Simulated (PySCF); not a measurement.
These 9 structures share the formula C6H15N. Level of theory: PySCF, PBE0-D3(BJ)/def2-SVP geometry optimisation, gas phase. One conformer each; no zero-point energy, no entropy. No frequencies were run at this level. Point groups hold within 0.08 Å.

Question: Rank from lowest to highest electronic energy at this level (kJ/mol).
A. `[CH3:1][CH2:2][CH2:3][NH:4][CH2:5][CH2:6][CH3:7]` with C1–C2–C3–N4 178°, C2–C3–N4–C5 180°, C3–N4–C5–C6 180°, N4–C5–C6–C7 -178° (di-propylamine)
B. `[CH3:1][CH2:2][CH2:3][CH2:4][NH:5][CH2:6][CH3:7]` with C1–C2–C3–C4 -178°, C2–C3–C4–N5 179°, C3–C4–N5–C6 68°, C4–N5–C6–C7 176° (ethylbutylamine)
C. `[CH3:1][NH:2][C@H:3]([CH3:4])[CH:5]([CH3:6])[CH3:7]` with C1–N2–C3–C4 -71°, N2–C3–C5–C6 177° (methyl-1,2-dimethylpropylamine)
D. `[CH3:1][CH:2]([CH3:3])[C@H:4]([CH3:5])[CH2:6][NH2:7]` with C1–C2–C4–C5 -71°, C2–C4–C6–N7 -57°, C4–C6–N7–H -70° and 172°
E. `[CH3:1][CH2:2][C@H:3]([CH3:4])[N:5]([CH3:6])[CH3:7]` with C1–C2–C3–C4 -176°, C2–C3–N5–C6 -156°
F. `[CH3:1][CH2:2][CH2:3][C:4]([CH3:5])([CH3:6])[NH2:7]` with C1–C2–C3–C4 172°, C2–C3–C4–C5 58°, C3–C4–N7–H -65° and 179°
G. `[CH3:1][CH2:2][N:3]([CH3:4])[CH:5]([CH3:6])[CH3:7]` with C1–C2–N3–C4 75°, C2–N3–C5–C6 71° (methylethylisopropylamine)
H. `[CH3:1][NH:2][CH2:3][C:4]([CH3:5])([CH3:6])[CH3:7]` with C1–N2–C3–C4 174° (n,2,2-trimethylpropan-1-amine)
I. `[CH3:1][CH2:2][N:3]([CH2:4][CH3:5])[CH2:6][CH3:7]` with C1–C2–N3–C4 69°, C2–N3–C4–C5 150°, C2–N3–C6–C7 -60°

Answer: F (0.0), D (14.7), H (28.1), C (30.3), A (31.1), B (34.9), E (50.2), G (50.2), I (52.7).

As drawn, the lowest has an N–H bond, which the highest lacks. Neighbours under 10 kJ/mol apart (CNCC(C)(C)C and CN[C@H](C)C(C)C; CN[C@H](C)C(C)C and CCCNCCC; CCCNCCC and CCCCNCC; CC[C@H](C)N(C)C and CCN(C)C(C)C; others) can change places with a better method, another conformer or zero-point energy.

```
         SMILES      E (Eh)  E rel (kJ/mol)  dipole (D)  point group        A, B, C (MHz)
    CCCC(C)(C)N  -291.87935             0.0        1.21           C1     4197, 1429, 1403
CC(C)[C@H](C)CN  -291.87375            14.7        1.44           C1     3085, 1814, 1573
    CNCC(C)(C)C  -291.86864            28.1        0.86            –     4158, 1484, 1467
CN[C@H](C)C(C)C  -291.86780            30.3        0.96           C1     3739, 1781, 1315
        CCCNCCC  -291.86749            31.1        0.76           Cs  13079, 767.2, 746.2
        CCCCNCC  -291.86605            34.9        0.87           C1   7837, 868.7, 825.5
CC[C@H](C)N(C)C  -291.86024            50.2        0.53           C1     3087, 1966, 1643
    CCN(C)C(C)C  -291.86024            50.2        0.49           C1     3450, 1808, 1541
      CCN(CC)CC  -291.85928            52.7        0.48           C1     2809, 2054, 1359
```

Question: As an exercise, what shares would exp(−E/RT) give at 500 K from these electronic energies alone (no entropy, no degeneracies)?

Answer: RT = 4.157 kJ/mol: CCCC(C)(C)N 96.9 %, CC(C)[C@H](C)CN 2.8 %, CNCC(C)(C)C 0.1 %, CN[C@H](C)C(C)C 0.1 %, CCCNCCC 0.1 %, CCCCNCC under 0.1 %, CC[C@H](C)N(C)C under 0.1 %, CCN(C)C(C)C under 0.1 %, CCN(CC)CC under 0.1 %.
